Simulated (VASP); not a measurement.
# Sb2S3 (Stibnite) (Pnma) in VASP: settings compared, part 3 of 4

VASP 6.6.1.

**4. Relaxation of cell and atoms, PBEsol**

This run uses another cell than the first one, of 23.59 Å³/atom, 1.040 times its volume.

INCAR reads:

```
SYSTEM = Sb2S3
  PREC = Accurate
  ENCUT = 600
  EDIFF = 1E-7
  ISMEAR = 0
  SIGMA = 0.03
  LREAL = .False.
  LASPH = .True.
  NELM = 80
  ALGO = Normal
  ISIF = 3
  LWAVE = .False.
  LCHARG = .False.
  GGA = PS
  IBRION = 2
  NSW = 90
  EDIFFG = -0.005
  KPAR = 4
```

KPOINTS reads:

```
regular mesh
0
Gamma
  4 8 4
  0 0 0
```

POSCAR reads:

```
Sb2S3                                   
1.0
   11.2845302299      0.0000000000      0.0000000000
    0.0000000000      3.8296211943      0.0000000000
    0.0000000000     -0.0000000000     10.9181765805
  Sb              S             
     8    12
Direct
     0.4754480274759359    0.2500000000000000    0.3259066344764594
     0.0245519725240640    0.7500000000000000    0.8259066344764595
     0.9754480274759361    0.2500000000000000    0.1740933655235405
     0.5245519725240639    0.7500000000000000    0.6740933655235405
     0.3472530307959913    0.7500000000000000    0.0323188464540695
     0.1527469692040088    0.2500000000000000    0.5323188464540695
     0.8472530307959912    0.7500000000000000    0.4676811535459304
     0.6527469692040088    0.2500000000000000    0.9676811535459305
     0.2902209768917202    0.2500000000000000    0.1914533679309812
     0.2097790231082798    0.7500000000000000    0.6914533679309812
     0.7902209768917203    0.2500000000000000    0.3085466320690188
     0.7097790231082797    0.7500000000000000    0.8085466320690188
     0.5485236457442748    0.7500000000000000    0.1269945426137458
     0.9514763542557252    0.2500000000000000    0.6269945426137457
     0.0485236457442747    0.7500000000000000    0.3730054573862541
     0.4514763542557251    0.2500000000000000    0.8730054573862543
     0.3740520403601438    0.7500000000000000    0.4424432104455342
     0.1259479596398561    0.2500000000000000    0.9424432104455341
     0.8740520403601438    0.7500000000000000    0.0575567895544658
     0.6259479596398562    0.2500000000000000    0.5575567895544659
```

Potentials or basis: VASP PAW PBE potentials, release 64 (Sb, S).

Launch:

```bash
cat potpaw_PBE.64/Sb/POTCAR potpaw_PBE.64/S/POTCAR > POTCAR
mpirun -np 4 vasp_std > vasp.out
```

OUTCAR:

```text
SYSTEM = Sb2S3
   PREC = Accurate
   ENCUT = 600
   EDIFF = 1E-7
   ISMEAR = 0
   LREAL = .False.
   LASPH = .True.
   NELM = 80
   ISIF = 3
   GGA = PS
   IBRION = 2
   NSW = 90
   EDIFFG = -0.005

 ion  position               nearest neighbor table
   1  0.475  0.250  0.326-   9 2.55  17 2.57  17 2.57  13 3.01  13 3.01  20 3.05
   2  0.025  0.750  0.826-  10 2.55  18 2.57  18 2.57  14 3.01  14 3.01  19 3.05
   3  0.975  0.250  0.174-  11 2.55  19 2.57  19 2.57  15 3.01  15 3.01  18 3.05
   4  0.525  0.750  0.674-  12 2.55  20 2.57  20 2.57  16 3.01  16 3.01  17 3.05
   5  0.347  0.750  0.032-  13 2.50   9 2.66   9 2.66  16 2.84  16 2.84
   6  0.153  0.250  0.532-  14 2.50  10 2.66  10 2.66  15 2.84  15 2.84
   7  0.847  0.750  0.468-  15 2.50  11 2.66  11 2.66  14 2.84  14 2.84
   8  0.653  0.250  0.968-  16 2.50  12 2.66  12 2.66  13 2.84  13 2.84
   9  0.290  0.250  0.191-   1 2.55   5 2.66   5 2.66
  10  0.210  0.750  0.691-   2 2.55   6 2.66   6 2.66
  11  0.790  0.250  0.309-   3 2.55   7 2.66   7 2.66
  12  0.710  0.750  0.809-   4 2.55   8 2.66   8 2.66
  13  0.549  0.750  0.127-   5 2.50   8 2.84   8 2.84   1 3.01   1 3.01
  14  0.951  0.250  0.627-   6 2.50   7 2.84   7 2.84   2 3.01   2 3.01
  15  0.049  0.750  0.373-   7 2.50   6 2.84   6 2.84   3 3.01   3 3.01
  16  0.451  0.250  0.873-   8 2.50   5 2.84   5 2.84   4 3.01   4 3.01
  17  0.374  0.750  0.442-   1 2.57   1 2.57   4 3.05
  18  0.126  0.250  0.942-   2 2.57   2 2.57   3 3.05
  19  0.874  0.750  0.058-   3 2.57   3 2.57   2 3.05
  20  0.626  0.250  0.558-   4 2.57   4 2.57   1 3.05

  LATTYP: Found a simple orthorhombic cell.
 ALAT       =     3.8296211943
 B/A-ratio  =     2.8509808220
 C/A-ratio  =     2.9466439779

  Lattice vectors:

 A1 = (   0.0000000000,   3.8296211943,   0.0000000000)
 A2 = (   0.0000000000,   0.0000000000,  10.9181765805)
 A3 = (  11.2845302299,   0.0000000000,   0.0000000000)

Analysis of symmetry for initial positions (statically):
=====================================================================
 Subroutine PRICEL returns:
 Original cell was already a primitive cell.

 Routine SETGRP: Setting up the symmetry group for a
 simple orthorhombic supercell.

 Subroutine GETGRP returns: Found  8 space group operations
 (whereof  2 operations were pure point group operations)
 out of a pool of  8 trial point group operations.

The static configuration has the point symmetry S_2 .
 The point group associated with its full space group is D_2h.

Analysis of symmetry for dynamics (positions and initial velocities):
=====================================================================
 Subroutine PRICEL returns:
 Original cell was already a primitive cell.

 Routine SETGRP: Setting up the symmetry group for a
 simple orthorhombic supercell.

 Subroutine GETGRP returns: Found  8 space group operations
 (whereof  2 operations were pure point group operations)
 out of a pool of  8 trial point group operations.

The dynamic configuration has the point symmetry S_2 .
 The point group associated with its full space group is D_2h.

 Subroutine INISYM returns: Found  8 space group operations
 (whereof  2 operations are pure point group operations),
 and found     1 'primitive' translations

----------------------------------------------------------------------------------------

                                     Primitive cell

  volume of cell :     471.8342

  direct lattice vectors                    reciprocal lattice vectors
    11.284530230  0.000000000  0.000000000     0.088616892  0.000000000  0.000000000
     0.000000000  3.829621194  0.000000000     0.000000000  0.261122432  0.000000000
[... 110 lines left out ...]
   NGXF,Y,Z  is equivalent  to a cutoff of  26.52, 27.78, 27.41 a.u.
 SYSTEM =  Sb2S3
   PREC   = accura    normal or accurate (medium, high low for compatibility)
   ISTART =      0    job   : 0-new  1-cont  2-samecut
   ICHARG =      2    charge: 1-file 2-atom 10-const
   ISPIN  =      1    spin polarized calculation?
   LNONCOLLINEAR =      F non collinear calculations
   LSORBIT =      F    spin-orbit coupling
   LASPH  =      T    aspherical Exc in radial PAW
   ENCUT  =  600.0 eV  44.10 Ry    6.64 a.u.  22.54  7.65 21.81*2*pi/ulx,y,z
   NELM   =     80;   NELMIN=  2; NELMDL= -5     # of ELM steps
   EDIFF  = 0.1E-06   stopping-criterion for ELM
   LREAL  =      F    real-space projection
   EDIFFG = -.5E-02   stopping-criterion for IOM
   NSW    =     90    number of steps for IOM
   IBRION =      2    ionic relax: 0-MD 1-quasi-New 2-CG
   NFREE  =      1    steps in history (QN), initial steepest desc. (CG)
   ISIF   =      3    stress and relaxation
   ISYM   =      2    0-nonsym 1-usesym 2-fastsym
   POTIM  = 0.5000    time-step for ionic-motion
   TEBEG  =    0.0;   TEEND  =   0.0 temperature during run
   PSTRESS=    0.0 pullay stress
   NELECT =     112.0000    total number of electrons
   NUPDOWN=      -1.0000    fix difference up-down
   EMIN   =  10.00;   EMAX   =-10.00  energy-range for DOS
   EFERMI =   0.00;   METHOD = LEGACY
   ISMEAR =     0;   SIGMA  =   0.03  broadening in eV -4-tet -1-fermi 0-gaus
   EFERMI_NEDOS =   21; number of points for ismear=-14 and -15
   IALGO  =     38    algorithm
   IMIX   =      4    mixing-type and parameters
     AMIX     =   0.40;   BMIX     =  1.00
     AMIX_MAG =   1.60;   BMIX_MAG =  1.00
  volume/ion in A,a.u.               =      23.59       159.20
  Fermi-wavevector in a.u.,A,eV,Ry     =   1.013641  1.915505 13.979565  1.027469
  Thomas-Fermi vector in A             =   2.146822
   LORBIT       =      0    0 simple, 1 ext, 2 COOP (PROOUT), +10 PAW based schemes
   GGA     = PS    functional components
   LHFCALC =     F    Hartree Fock is set to
   AEXX    =    0.0000 exact exchange contribution
   IVDW    =     0    specifies the selected vdW correction
   LEPSILON=     F    determine dielectric tensor
   LRPA    =     F    only Hartree local field effects (RPA)
 conjugate gradient relaxation of ions
 non-spin polarized calculation
 Gauss-broadening in eV      SIGMA  =   0.03
  energy-cutoff  :      600.00
  volume of cell :      471.83
 maximum number of plane-waves:     15796
   NGX = 45   NGY = 15   NGZ = 43

--------------------------------------- Ionic step        1  -------------------------------------------

 number of electron     111.9999990 magnetization

 Free energy of the ion-electron system (eV)
  ---------------------------------------------------
  ext. energy  EPLUGINS =         0.00000000
  ---------------------------------------------------
  free energy    TOTEN  =       -94.90758925 eV

  energy without entropy =      -94.90758925  energy(sigma->0) =      -94.90758925

------------------------ aborting loop because EDIFF is reached ----------------------------------------

  FORCE on cell =-STRESS in cart. coord.  units (eV):
  Direction    XX          YY          ZZ          XY          YZ          ZX
  --------------------------------------------------------------------------------------
  -------------------------------------------------------------------------------------
  Total       -0.0069877     -0.1402114     -0.0912209      0.0000000      0.0000000      0.0000000
  in kB       -0.0237278     -0.4761068     -0.3097530      0.0000000      0.0000000      0.0000000
  external PRESSURE =      -0.2698625 kB  Pullay stress =       0.0000000 kB
[... 149 lines left out ...]
--------------------------------------- Ionic step        4  -------------------------------------------

 number of electron     111.9999990 magnetization

 Free energy of the ion-electron system (eV)
  ---------------------------------------------------
  ext. energy  EPLUGINS =         0.00000000
  ---------------------------------------------------
  free energy    TOTEN  =       -94.90765923 eV

  energy without entropy =      -94.90765923  energy(sigma->0) =      -94.90765923

 E-fermi :   5.6889     XC(G=0):  -9.7829

 val. band max:        5.5453424002   @ k =   0.0000   0.0000   0.0000
 cond. band min:       6.7212726010   @ k =   0.0000   0.0000   0.2500
 fundamental gap:      1.1759302008
 Fermi energy:         5.6889437224

 k-point     1 :       0.0000    0.0000    0.0000
  band No.  band energies     occupation
      1      -8.8827      2.00000
      2      -8.5662      2.00000
      3      -8.0941      2.00000
      4      -7.9687      2.00000
      5      -7.8765      2.00000
      6      -7.6075      2.00000
[... 1669 lines left out ...]
     66       8.6816      0.00000
     67       8.9042      0.00000

 [... further k-points ...]

------------------------ aborting loop because EDIFF is reached ----------------------------------------

  FORCE on cell =-STRESS in cart. coord.  units (eV):
  Direction    XX          YY          ZZ          XY          YZ          ZX
  --------------------------------------------------------------------------------------
  -------------------------------------------------------------------------------------
  Total       -0.0412959      0.0206917     -0.0038607      0.0000000     -0.0000000      0.0000000
  in kB       -0.1402890      0.0702930     -0.0131154      0.0000000     -0.0000000      0.0000000
  external PRESSURE =      -0.0277038 kB  Pullay stress =       0.0000000 kB
[... 35 lines left out ...]
  FREE ENERGIE OF THE ION-ELECTRON SYSTEM (eV)
  ---------------------------------------------------
  free  energy   TOTEN  =       -94.9076592251 eV

  energy  without entropy=      -94.9076592251  energy(sigma->0) =      -94.90765923

 reached required accuracy - stopping structural energy minimisation
```

Run time: 16 min. Hardware: 4 MPI ranks of AMD EPYC 9R14 (Zen 4), shared host; peak memory 1.4 GiB.

What came out:

```
Free energy                            : -94.9077 eV
Relaxed volume                         : 23.58 Å³/atom
Relaxed cell                           : a = 11.285 Å, b = 3.828 Å, c = 10.916 Å, α = 90.00°, β = 90.00°, γ = 90.00°
Space group after relaxing (to 0.05 Å) : Pnma (No. 62)
Energy gained by relaxing              : 0.0 meV/atom
Ionic steps                            : 4
Pressure after relaxing                : 0.0 GPa
Largest force after relaxing           : 0.004 eV/Å
Band gap on the k mesh                 : 1.18 eV, indirect (least direct gap 1.19 eV)
```

Forces in eV/Å, atoms in the order of the input:
```
Sb   0.002  0.000 -0.002
Sb  -0.002  0.000 -0.002
Sb   0.002  0.000  0.002
Sb  -0.002  0.000  0.002
Sb  -0.001  0.000 -0.001
Sb   0.001  0.000 -0.001
Sb  -0.001  0.000  0.001
Sb   0.001  0.000  0.001
S   -0.001  0.000  0.003
S    0.001  0.000  0.003
S   -0.001  0.000 -0.003
S    0.001  0.000 -0.003
S   -0.001  0.000 -0.003
S    0.001  0.000 -0.003
S   -0.001  0.000  0.003
S    0.001  0.000  0.003
S    0.002  0.000  0.002
S   -0.002  0.000  0.002
S    0.002  0.000 -0.002
S   -0.002  0.000 -0.002
```

Final structure:
```xyz
20
Lattice="11.2852 0.0000 0.0000 0.0000 3.8284 0.0000 0.0000 0.0000 10.9162" Properties=species:S:1:pos:R:3 pbc="T T T"
Sb    5.3659    0.9571    3.5581
Sb    0.2767    2.8713    9.0162
Sb   11.0085    0.9571    1.9000
Sb    5.9193    2.8713    7.3581
Sb    3.9185    2.8713    0.3524
Sb    1.7241    0.9571    5.8105
Sb    9.5611    2.8713    5.1057
Sb    7.3666    0.9571   10.5638
S     3.2746    0.9571    2.0901
S     2.3680    2.8713    7.5482
S     8.9172    0.9571    3.3680
S     8.0106    2.8713    8.8261
S     6.1905    2.8713    1.3857
S    10.7373    0.9571    6.8438
S     0.5479    2.8713    4.0724
S     5.0947    0.9571    9.5305
S     4.2217    2.8713    4.8297
S     1.4209    0.9571   10.2878
S     9.8643    2.8713    0.6284
S     7.0635    0.9571    6.0865
```

Caveat: the PAW data sets were made with another functional, which shifts forces and pressure a little; spin-orbit coupling is left out, which moves the levels of the heavy elements.

(Continued in part 4 of 4.)
